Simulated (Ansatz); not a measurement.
# SrTiO3 (perovskite): exact exchange against the cheap answer (a further series), part 2 of 2

How far do hybrid functionals move SrTiO3 (perovskite) from its cheap description, and at what price?

Ansatz 0.2.0; DFT at several levels, plane waves, PAW. The steps go on from the part before.

### Step 3. r²SCAN0 form (fraction 1/ε∞)

Input file input.yaml:

```yaml
crystal:
  lattice:
    - [3.9050012542, 0.0, 0.0]
    - [0.0, 3.9050012542, 0.0]
    - [0.0, 0.0, 3.9050012542]
  atoms:
    - { symbol: Sr, position: [0.0, 0.0, 0.0] }
    - { symbol: Ti, position: [0.5, 0.5, 0.5] }
    - { symbol: O, position: [0.0, 0.5, 0.5] }
    - { symbol: O, position: [0.5, 0.5, 0.0] }
    - { symbol: O, position: [0.5, 0.0, 0.5] }
  host: atoms
basis:
  ecutwfc: 500
  ecutrho_ratio: 4
kpoints:
  mp_grid: { grid: [4, 4, 4] }
hamiltonian:
  xc:
    exchange: r2scan
    correlation: r2scan
    exx: { coeff: inverse_dielectric }
scf:
  occupations: { method: gaussian, width: 0.05 }
  n_extra_bands: 13
output:
  forces: true
  stress: true
  eigenvalues: true
  populations: true
  dos: { projected: true, de: 0.02 }
```

Run with:

```console
ansatz run input.yaml --threads 4 --pin off --max-ram 8192MiB --backend cpu --events-out ev --progress --plain --runs-dir out
```

The program printed:

```text
Warning: output.stress: scf.convergence.dr2_threshold = 1e-7 eV (the SCF's general default) is looser than the 5e-10 eV advised for a printed stress (1e-10 eV for each atom of the cell: 5). What an SCF threshold leaves in a stress goes as its square root, and in the free energy as the threshold itself, and one threshold admits the most on a small cell: of the crystals measured, under no hybrid functional and no lock of the moments, on runs that ended without the residual-converged pass, on stresses that held no estimate of that error, the worst erred by over 100 MPa in a component at 1e-7 eV an atom and by under 5 at 1e-10. Set scf.convergence.dr2_threshold to 5e-10 eV or tighter. The threshold is an SCF's pass mark: one that does not reach it within its budget of iterations ends unconverged, or closes short of it on a stop that the run arms, and scf.convergence.dr2_threshold's page says what that costs each kind of run
Warning: output.stress: scf.exx.energy_threshold = 1e-6 eV is looser than the 5e-8 eV advised for a stress under a hybrid functional (1e-8 eV for each atom of the cell: 5). Every SCF of the exchange loop can meet its threshold on dr2 while the loop round them stops early: no threshold on dr2 bounds what that leaves in the stress. Set scf.exx.energy_threshold to 5e-8 eV or tighter. The threshold is the loop's pass mark: a loop that does not reach it within its budget of cycles ends unconverged, and scf.exx.energy_threshold's page has the law
Warning: RAYON_NUM_THREADS=4 ignored (pool sized by the plan → 4); use --threads N
scf.n_extra_bands = 13 over 20 filled bands (N_el = 40.0): the run solves 33 bands
the fraction of exact exchange is that of a crystal of Sr1Ti1O3
Engine: ansatz 0.2.0, aarch64-unknown-linux-gnu
Pseudopotentials: kind: paw
Pseudopotential: Sr, paw, valence charge 10, recommended cutoff 500 eV (meta_gga), Sr.paw.azcp
Pseudopotential: Ti, paw, valence charge 12, recommended cutoff 500 eV (meta_gga), Ti.paw.azcp
Pseudopotential: O, paw, valence charge 6, recommended cutoff 500 eV (meta_gga), O.paw.azcp
Functional definition: unnamed
  parameter a_1 = 0.25
  exchange = (1 - a_1)*r2scan_x + a_1*exact_x
  correlation = r2scan_c
  a weight of exact exchange comes from the crystal, and the text's number only plans the run
Solving k-mesh 4×4×4 for the fraction of exact exchange
ε∞ on k-mesh 4×4×4 of a primitive cell, without crystal.supercell, crystal.defects and total_charge: xx 5.6318, yy 5.6318, zz 5.6318; 3/Tr ε∞, of that cell with its empty space = 0.17756191651916717; solved inside the basis of its states, on 6×6×6 points, each entry to 0.0292, at a least direct gap of 2.612 eV
Crystal: 5 atoms, lattice volume = 59.548 Å³
Basis set: ecut = 500 eV, 1503 PW (Γ), exchange–correlation on 120×120×120 points (64 copies of the dense FFT grid, shifted against one another)
Bands: 33, of which v1, the nominal top of the filled ones, is band 20 counted from 1 (19 counted from 0)
Symmetry: 48 space group operations
Space group: Pm-3m (ITA 221), of the structure as read, at distance tolerance 3.9e-5 Å
k-points: 10 of 64
Non-local potential: Sr, projectors of the file, l = 0: 3, l = 1: 2, l = 2: 2
Non-local potential: Ti, projectors of the file, l = 0: 3, l = 1: 2, l = 2: 3, l = 3: 1
Non-local potential: O, projectors of the file, l = 0: 2, l = 1: 2, l = 2: 1
PAW form: soft (Blöchl's): semilocal exchange-correlation on the pseudo side does not see the compensation charge
PAW frozen core: Sr, regenerated for the run's functional, and the local potential with it (the file was generated under x = pbe(κ = 0.804, μ = 0.2195149727645171), c = pbe(β = 0.06672455060314922))
PAW frozen core: Ti, regenerated for the run's functional, and the local potential with it (the file was generated under x = pbe(κ = 0.804, μ = 0.2195149727645171), c = pbe(β = 0.06672455060314922))
PAW frozen core: O, regenerated for the run's functional, and the local potential with it (the file was generated under x = pbe(κ = 0.804, μ = 0.2195149727645171), c = pbe(β = 0.06672455060314922))
PAW one-centre angular grid: Sr, 302 points (default); XC on 160 Gauss nodes
PAW one-centre angular grid: Ti, 590 points (default); XC on 160 Gauss nodes
PAW one-centre angular grid: O, 302 points (default); XC on 160 Gauss nodes
Initial density: superposition of atomic densities (neutral atoms: chi_scale 0, normalization atom), corrected by the library's trained network
Initial wavefunctions: pseudopotential atomic-orbital guess
Functional: x = r2scan, c = r2scan; τ floored in thin density (d = 2e-4 eV/Å³), warm-up for x = 0.8224380834808328 r2scan + 0.17756191651916717 exact, c = r2scan; τ floored in thin density (d = 2e-4 eV/Å³)
SCF iter   1: F=—  HF=-7774.610480 eV  |F-HF|=—  |Δ(HF+E_count)|=         —  Δρ=2.07e-2  dr2=3.11e-1  dr2_τ=2.54e-1  ethr=1.77e-3  ⟨swp⟩=9.4  Hψ=1601  notcnv=0
preconditioner: auto → none  [insulator: Δε(μ)=2.746 eV  Ē_g=16.793 eV  σ=0.050 eV  W_gap=1.00  n_scr=18 (ndim 8)  ℏωp=26.4 eV  f_vac=0.000  D(μ)=0.00/eV (n_scr^D=0)]
SCF iter   2: F=—  HF=-7774.788577 eV  |F-HF|=—  |Δ(HF+E_count)|=   1.78e-1  Δρ=2.60e-2  dr2=4.01e-1  dr2_τ=4.66e-2  ethr=7.76e-4  ⟨swp⟩=4.1  Hψ=978  notcnv=0
iter 3 solved again at ethr=7.97e-6 eV; its pass at ethr=7.76e-4 eV (dr2=3.19e-3 eV) is discarded
SCF iter   3: F=—  HF=-7774.710880 eV  |F-HF|=—  |Δ(HF+E_count)|=   7.77e-2  Δρ=4.19e-3  dr2=3.26e-3  dr2_τ=5.75e-4  ethr=7.97e-6  ⟨swp⟩=3.8  Hψ=1396  notcnv=0  defer=1
SCF iter   4: F=—  HF=-7774.712123 eV  |F-HF|=—  |Δ(HF+E_count)|=   1.24e-3  Δρ=3.17e-3  dr2=7.07e-3  dr2_τ=3.58e-4  ethr=7.97e-6  ⟨swp⟩=3.2  Hψ=668  notcnv=0  defer=1
SCF iter   5: F=-7774.710649 eV  HF=-7774.710699 eV  |F-HF|=4.99e-5  |Δ(HF+E_count)|=   1.42e-3  Δρ=2.81e-4  dr2=5.75e-5  dr2_τ=3.67e-6  ethr=7.97e-6  ⟨swp⟩=3.0  Hψ=620  notcnv=0
SCF 1 stopped early in 5 iterations: F = -7774.710649 eV  dr2 = 5.75e-5
Initial density: handed on by an earlier stage of this run
Initial wavefunctions: those handed on with the density
Functional: x = 0.8224380834808328 r2scan + 0.17756191651916717 exact, c = r2scan; τ floored in thin density (d = 2e-4 eV/Å³)
Frozen-core exchange: fock
SCF iter   1: F=—  HF=-7772.764277 eV  |F-HF|=—  |Δ(HF+E_count)|=         —  Δρ=1.66e-2  dr2=2.45e-1  dr2_τ=8.30e-3  ethr=1.44e-6  ⟨swp⟩=6.4  Hψ=1502  notcnv=0
preconditioner: auto → none  [insulator: Δε(μ)=4.252 eV  Ē_g=18.719 eV  σ=0.050 eV  W_gap=1.00  n_scr=18 (ndim 8)  ℏωp=26.4 eV  f_vac=0.000  D(μ)=0.00/eV (n_scr^D=0)]
SCF iter   2: F=—  HF=-7772.702128 eV  |F-HF|=—  |Δ(HF+E_count)|=   6.21e-2  Δρ=2.93e-3  dr2=7.31e-3  dr2_τ=5.79e-4  ethr=1.44e-6  ⟨swp⟩=4.0  Hψ=1066  notcnv=0
SCF iter   3: F=—  HF=-7772.709642 eV  |F-HF|=—  |Δ(HF+E_count)|=   7.51e-3  Δρ=1.83e-3  dr2=3.04e-3  dr2_τ=8.67e-5  ethr=1.44e-6  ⟨swp⟩=4.0  Hψ=763  notcnv=0
SCF iter   4: F=—  HF=-7772.708970 eV  |F-HF|=—  |Δ(HF+E_count)|=   6.71e-4  Δρ=3.22e-4  dr2=3.52e-5  dr2_τ=4.82e-6  ethr=1.44e-6  ⟨swp⟩=3.0  Hψ=673  notcnv=0
SCF iter   5: F=—  HF=-7772.709161 eV  |F-HF|=—  |Δ(HF+E_count)|=   1.91e-4  Δρ=3.85e-4  dr2=8.47e-5  dr2_τ=6.54e-6  ethr=4.04e-8  ⟨swp⟩=4.0  Hψ=854  notcnv=0
SCF iter   6: F=-7772.709137 eV  HF=-7772.709141 eV  |F-HF|=4.03e-6  |Δ(HF+E_count)|=   1.94e-5  Δρ=7.65e-5  dr2=5.09e-6  dr2_τ=1.94e-7  ethr=4.04e-8  ⟨swp⟩=3.0  Hψ=647  notcnv=0
SCF 2 stopped early in 6 iterations: F = -7772.709137 eV  dr2 = 5.09e-6
hybrid outer 1: dexx = +8.725e-3 eV, tail = 2.35e-5 eV
Frozen-core exchange: fock
SCF iter   1: F=—  HF=-7772.709056 eV  |F-HF|=—  |Δ(HF+E_count)|=         —  Δρ=3.86e-5  dr2=4.40e-7  dr2_τ=1.09e-7  ethr=2.94e-7  ⟨swp⟩=4.1  Hψ=817  notcnv=0
preconditioner: auto → none  [insulator: Δε(μ)=3.743 eV  Ē_g=18.537 eV  σ=0.050 eV  W_gap=1.00  n_scr=18 (ndim 8)  ℏωp=26.4 eV  f_vac=0.000  D(μ)=0.00/eV (n_scr^D=0)]
SCF iter   2: F=—  HF=-7772.709056 eV  |F-HF|=—  |Δ(HF+E_count)|=   5.87e-7  Δρ=3.60e-5  dr2=7.42e-7  dr2_τ=7.44e-8  ethr=9.87e-10  ⟨swp⟩=3.9  Hψ=742  notcnv=0
SCF iter   3: F=—  HF=-7772.709056 eV  |F-HF|=—  |Δ(HF+E_count)|=   1.46e-7  Δρ=1.11e-5  dr2=6.76e-8  dr2_τ=9.54e-9  ethr=9.87e-10  ⟨swp⟩=2.3  Hψ=535  notcnv=0  defer=1
SCF iter   4: F=—  HF=-7772.709056 eV  |F-HF|=—  |Δ(HF+E_count)|=   2.86e-9  Δρ=5.29e-6  dr2=2.32e-8  dr2_τ=1.18e-9  ethr=1.37e-10  ⟨swp⟩=3.5  Hψ=694  notcnv=0  defer=1
SCF iter   5: F=-7772.709056 eV  HF=-7772.709056 eV  |F-HF|=2.67e-9  |Δ(HF+E_count)|=   4.94e-9  Δρ=1.93e-6  dr2=4.07e-9  dr2_τ=3.90e-11  ethr=5.44e-11  ⟨swp⟩=2.1  Hψ=578  notcnv=0  defer=1
SCF 3 converged in 5 iterations: F = -7772.709056 eV  dr2 = 4.07e-9
  Residual-converged pass: ⟨swp⟩=3.1  Hψ=587  notcnv=0  max |occ|·‖R‖ = 2.4e-6 eV (tolerance 2.4e-6 eV)  dr2=3.98e-9  dr2_τ=3.34e-11  dr2_onsite=1.95e-10  max |Δocc| = 0.0e0
hybrid outer 2: dexx = +3.291e-7 eV, tail = 1.22e-8 eV, Δε = 3.54e-3 eV (about 9.08e-5 eV left of the loop's levels)
hybrid SCF converged: 2 outer / 11 inner (+5 warm-up), last move |dexx| = 3.29e-7 eV, tail = 1.22e-8 eV
Stability not checked: this state was not tested for a lower state beside it, because the functional holds exact exchange (a hybrid, or Hartree-Fock), whose exchange loop this test does not read (fock_operator; see scf.lower_state_search)
Free energy (F): -7772.709056 eV
Frozen-core exchange: fock
Harris-Foulkes:  -7772.709056 eV  (|F-HF|=2.67e-9)
Internal energy: -7772.709056 eV  (E = F + TS)
E sigma→0 (E₀):  -7772.709056 eV
Fermi energy:    10.606051 eV
--- Per-component energies (eV) ---
  E_band       = -305.574065
  E_kinetic    = 1052.217795
  E_local      = -2373.361763  (includes V_loc(G=0)·N_el)
  E_nonlocal   = 340.598226
  E_hartree    = 828.396416
  E_xc         = -404.246820
  E_vxc        = -526.142405  (∫ρ·V_xc dr)
  E_exx        = -98.417127  (= α·E_x^exact, valence–valence)
  E_paw        = -4225.794461  (= ΣΔE_a)
  E_vpaw       = -288.178911  (= ΣTr[D̂ρ^β])
  E_aug_tail   = 0.003447  (compensation charges beyond the density's cutoff)
  E_vtau       = 29.331711  (kinetic-family band-sum trace: ∫τ·v_τ [+ j·A + Jᵃ·Aᵃ] dr)
  E_ewald      = -2891.301312
  E_core_change = -0.803457  (= ΣΔE_core)
  E_smearing   = -0.000000  (= −TS)
  E_closure    = 0.000000  (closes the sum)
  Σ components = -7772.709056   (vs F -7772.709056, Δ=9.09e-13)
--- Forces (eV/Å), atoms counted from 1 ---
  atom   1  Sr    -0.00000000    -0.00000000    -0.00000000
  atom   2  Ti     0.00000000     0.00000000     0.00000000
  atom   3  O      0.00000000     0.00000000    -0.00000000
  atom   4  O      0.00000000    -0.00000000     0.00000000
  atom   5  O      0.00000000    -0.00000000    -0.00000000
  max |Σ_I F_I| component: 2.77e-29 eV/Å
--- Stress (GPa, compression-positive) ---
       -2.612023      -0.000000       0.000000
        0.000000      -2.612023       0.000000
        0.000000      -0.000000      -2.612023
  P = ⅓ Tr σ = -2.6120 GPa (-26.120 kbar)
--- Band table (eV; the first three rows and the last of 10) ---
  k-point 0: bands = ["-52.5374", "-26.7909", "-26.7909", "-26.7909", "-26.0746", "-10.6438", "-9.6296", "-9.6296", "-6.7011", "-6.7011", "-6.7011", "5.6317", "5.6317", "5.6317", "7.4722", "7.4722", "7.4722", "8.3650", "8.3650", "8.3650", "12.4774", "12.4774", "12.4774", "14.8514", "14.8514", "16.3036", "16.3036", "17.2704", "19.5473", "19.5473", "19.5473", "27.1918", "28.7266"]
  k-point 1: bands = ["-52.5367", "-26.8382", "-26.7886", "-26.7886", "-26.0524", "-10.6452", "-9.6102", "-9.5183", "-6.6730", "-6.6730", "-6.4464", "4.8544", "5.6175", "5.6175", "6.8462", "6.8462", "6.9742", "7.0407", "8.1044", "8.1044", "12.5618", "13.5762", "13.5762", "14.8621", "16.3053", "17.2874", "17.2923", "18.6995", "19.3628", "20.1246", "20.1246", "26.4674", "27.8844"]
  k-point 2: bands = ["-52.5361", "-26.8845", "-26.7866", "-26.7866", "-26.0315", "-10.7398", "-9.5907", "-9.2568", "-6.6448", "-6.6448", "-6.2210", "3.9829", "5.6528", "5.6528", "6.1136", "6.2592", "6.2592", "6.6642", "7.9491", "7.9491", "12.6501", "14.5363", "14.5363", "14.8691", "17.3295", "18.3378", "18.5057", "19.1736", "20.7191", "20.7191", "21.4387", "23.2107", "26.3040"]
  k-point 9: bands = ["-52.5335", "-26.8595", "-26.8595", "-26.8595", "-26.0081", "-9.2271", "-9.2271", "-9.2271", "-6.9845", "-6.9845", "-6.9845", "3.6478", "4.1436", "4.1436", "4.7432", "4.7432", "4.7432", "8.7347", "8.7347", "8.7347", "15.3302", "15.3302", "15.3302", "18.0206", "18.0206", "18.0206", "19.3974", "19.3974", "20.9116", "20.9116", "21.5102", "25.7484", "25.7484"]
--- Löwdin populations: 5 sites ---
  site symbol       q [e]
     0     Sr      8.2531
     1     Ti     10.5897
     2      O      6.9514
     3      O      6.9514
     4      O      6.9514
  spilling = 0.007578 (of n_electrons = 40.000000)
```

It took 33 s on 4 threads of Arm Neoverse V1, shared host; peak memory 1.5 GiB.

In short: volume 11.910 Å³/atom, pressure -2.61 GPa, mesh gap 3.74 eV.

The program took the fraction 0.178 from ε∞ = 5.63 (mean of the diagonal).

The density of states, summed over windows 1 eV wide (valence-band top at zero):

```
from  to  total  O 2p  Ti 3d
  -7  -6   0.00  0.00   0.00
  -6  -5   0.02  0.01   0.00
  -5  -4   3.28  2.39   0.63
  -4  -3   5.25  4.20   0.78
  -3  -2   2.94  2.45   0.33
  -2  -1   3.24  3.00   0.10
  -1   0   3.27  3.15   0.04
   0   1   0.00  0.00   0.00
   1   2   0.00  0.00   0.00
   2   3   0.00  0.00   0.00
   3   4   0.06  0.00   0.06
   4   5   1.22  0.12   1.07
   5   6   3.88  0.64   3.07
   6   7   1.46  0.19   1.10
```

The projection uses the shells of the potentials' files: it has no valence p orbitals on Ti, so such weight is missing from the shares.

### Step 4. All levels side by side

This closing draws on all 2 parts.

| level | exact exchange | gap on the mesh (eV) | change of gap (eV) | pressure (GPa) | wall time | CPU time |
| --- | --- | --- | --- | --- | --- | --- |
| PBE (earlier series) | 0.00 | 1.87 | 0 | 4.4 | 0.87 s | 2.6 s |
| Hartree–Fock | 1.00 | 12.25 | +10.38 | 0.7 | 15 s | 47 s |
| r²SCAN0 form (fraction 1/ε∞) | 0.18 | 3.74 | +1.87 | -2.6 | 33 s | 1.9 min |

Changes count from PBE. Times are on 4 threads of Arm Neoverse V1, shared host; the hybrid runs also made densities of states.

Against 1.87 eV at PBE, the runs with exact exchange give 3.74 (r²SCAN0 form (fraction 1/ε∞)) to 12.25 eV (Hartree–Fock). The pressure spans -2.6 to 4.4 GPa, negative where a level wants a smaller cell on this coarse mesh, whose own error is in all of them. The median run with exact exchange took 30 times the CPU time of the cheap one. The cutoffs differ: 500 eV for r²SCAN0 form (fraction 1/ε∞), 420 eV otherwise. Gaps are over this coarse mesh alone, and total energies of different levels can't be compared. The program warned that the SCF threshold is loose for the stress of this hybrid run.
